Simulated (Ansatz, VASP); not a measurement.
Ta: VASP beside Ansatz

```
Ta
1.0
    -1.84203    1.65948    1.72171
     1.84203   -1.65948    1.72171
     1.84203    1.65948   -1.72171
Ta
1
Direct
  0.00000 0.00000 0.00000
```

Change from the starting cell: normal strain along x +0.1100, normal strain along z +0.0375.

Alike in both runs: task single point; functional PBE; k mesh 18 × 18 × 18; occupations gaussian, width 0.15 eV; no spin polarisation.

|  | VASP | Ansatz |
| --- | --- | --- |
| version | VASP 6.6.1 | Ansatz 0.2.0 |
| potentials or method | VASP PAW PBE potentials, release 64 (Ta_pv) | scalar-relativistic, plane waves, PAW |
| plane-wave cutoff (eV) | 520 | 420 |
| valence electrons in the cell | 11 | 13 |

|  | VASP | Ansatz | Ansatz less VASP |
| --- | --- | --- | --- |
| gap on the k mesh at the Fermi level (eV) | none | none | - |
| pressure (GPa) | -20.5 | -20.4 | +0.08 |
| largest component of the traceless stress (GPa) | 3.29 | 3.28 | -0.005 |

A gap of «none» marks a metal or a gap that the smearing closes. The functional is the same, so the differences come from potentials, cutoffs and numerics. The two sets of potentials don't hold the same shells in valence.

Caveats: so large a pressure means that the cell lies far from this level's equilibrium, or that cutoff or potentials fall short (VASP). The runs have no spin-orbit coupling, so splittings on Ta are missing.
